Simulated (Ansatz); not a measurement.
The system is NaCl.

```xyz
2
Lattice="0.0000 2.7941 2.7941 2.7941 0.0000 2.7941 2.7941 2.7941 0.0000" Properties=species:S:1:pos:R:3 pbc="T T T"
Cl    2.7941    2.7941    2.7941
Na    0.0000    0.0000    0.0000
```

The cell is a database's computed one.

| Property | Result |
| --- | --- |
| Program | Ansatz 0.2.0 |
| Task | single point |
| Functional | PBE |
| Potentials or basis | Ansatz PAW |
| Cutoff | 420 eV (not typed: the program's choice for these potentials) |
| k mesh | 8 × 8 × 8 |
| Occupations | fermi-dirac, width 0.05 eV |
| Spin | no spin polarisation |

On this cell: pressure 1.5 GPa; largest force zero by symmetry; band gap on the k mesh 5.22 eV, direct.

The same run follows on a disturbed copy (atoms moved at random, drawn with an rms of 0.05 Å):

```
Cl Na
1.0
     0.00000    2.79406    2.79406
     2.79406    0.00000    2.79406
     2.79406    2.79406    0.00000
Cl Na
1 1
Cartesian
  2.8348 2.7665 2.7964
  -0.0017 -0.0217 -0.0033
```

Task: What changes?

Result: The energy moves by +0.7 meV/atom; pressure 1.6 GPa; largest force 0.068 eV/Å; band gap on the k mesh 5.22 eV, direct.

Forces in eV/Å, atoms in the order of the input:
```
Cl  -0.067  0.009 -0.009
Na   0.067 -0.009  0.009
```

Stress tensor (GPa, compression positive):
```
1.62 0.00 0.00
0.00 1.54 0.00
0.00 0.00 1.54
```

